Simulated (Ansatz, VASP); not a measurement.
**Two plane-wave programs on WC (Qusongite)**

```xyz
2
Lattice="2.9065 0.0000 0.0000 -1.4532 2.5171 0.0000 0.0000 0.0000 2.8366" Properties=species:S:1:pos:R:3 pbc="T T T"
W     0.0000    0.0000    0.0000
C     1.4533    0.8390    1.4183
```

Alike in both runs: task single point; functional PBE; k mesh 10 × 10 × 9; occupations gaussian, width 0.016 eV; no spin polarisation.

|  | VASP | Ansatz |
| --- | --- | --- |
| version | VASP 6.6.1 | Ansatz 0.2.0 |
| potentials or method | VASP PAW PBE potentials, release 64 (W_sv, C) | Ansatz PAW |
| plane-wave cutoff (eV) | 520 | 420 |
| valence electrons in the cell | 18 | 18 |

VASP gave:

| Quantity | Value |
| --- | --- |
| gap on the k mesh at the Fermi level (eV) | none |
| pressure (GPa) | 6.7 |
| largest component of the traceless stress (GPa) | 0.44 |

Question: What did Ansatz give for the same quantities?

Answer: gap on the k mesh at the Fermi level (eV): none; pressure (GPa): 5.6; largest component of the traceless stress (GPa): 0.61.

A gap of «none» marks a metal or a gap that the smearing closes. The functional is the same, so the differences come from potentials, cutoffs and numerics.

Caveats: the pressure holds a Pulay correction of +0.3 GPa for the finite cutoff (Ansatz). The runs have no spin-orbit coupling, so splittings on W are missing.
